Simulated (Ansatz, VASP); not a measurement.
Two plane-wave programs on LiF

The input INCAR:

```
  PREC = Accurate
  ENCUT = 520
  EDIFF = 1E-7
  ISMEAR = 0
  SIGMA = 0.05
  LREAL = F
  LASPH = T
  NELM = 100
  ALGO = Fast
  ISIF = 2
  LWAVE = F
  LCHARG = F
  GGA = PS
  NBANDS = 18
```

File KPOINTS:

```
Automatic mesh
0
Gamma
  9 9 6
```

Contents of POSCAR:

```
LiF
1.0
    3.3058150029      0.0000000000      0.0000000000
   -1.6529075014      2.8629197727      0.0000000000
    0.0000000000      0.0000000000      4.9996175528
Li F
2 2
Direct
    0.3333333333      0.6666666667      0.3811542600
    0.6666666667      0.3333333333      0.8811542600
    0.3333333333      0.6666666667      0.9938437400
    0.6666666667      0.3333333333      0.4938437400
```

Input for Ansatz:

```yaml
crystal:
  lattice:
    - [3.3058150029, 0.0, 0.0]
    - [-1.6529075014, 2.8629197727, 0.0]
    - [0.0, 0.0, 4.9996175528]
  atoms:
    - { symbol: Li, position: [0.3333333333, 0.6666666667, 0.38115426] }
    - { symbol: Li, position: [0.6666666667, 0.3333333333, 0.88115426] }
    - { symbol: F, position: [0.3333333333, 0.6666666667, 0.99384374] }
    - { symbol: F, position: [0.6666666667, 0.3333333333, 0.49384374] }
basis:
  ecutwfc: 420
kpoints:
  mp_grid: { grid: [9, 9, 6] }
hamiltonian:
  xc: pbesol
scf:
  occupations: { method: gaussian, width: 0.05 }
output:
  forces: true
  stress: true
  eigenvalues: true
```

Change from the starting cell: strain +0.080 along x and y, +0.040 along z, atoms carried along.

Alike in both runs: task single point; functional PBEsol; k mesh 9 × 9 × 6; occupations gaussian, width 0.05 eV; no spin polarisation.

|  | VASP | Ansatz |
| --- | --- | --- |
| version | VASP 6.6.1 | Ansatz 0.2.0 |
| potentials or method | VASP PAW PBE potentials, release 64 (Li_sv, F) | scalar-relativistic, plane waves, PAW |
| plane-wave cutoff (eV) | 520 | 420 |
| valence electrons in the cell | 20 | 20 |

|  | VASP | Ansatz | Ansatz less VASP |
| --- | --- | --- | --- |
| gap on the k mesh at the Fermi level (eV) | 6.79 | 6.80 | +0.008 |
| least direct gap on the mesh (eV) | 6.79 | 6.80 | +0.008 |
| rms of the force components (eV/Å) | 0.021 | 0.017 | -0.0040 |

Atom by atom the forces differ by 0.004 eV/Å (rms over components).

Caveats: the PAW data sets were made with another functional, which shifts forces and pressure a little (VASP); an odd mesh through Γ misses points on the zone boundary, where band edges often lie.
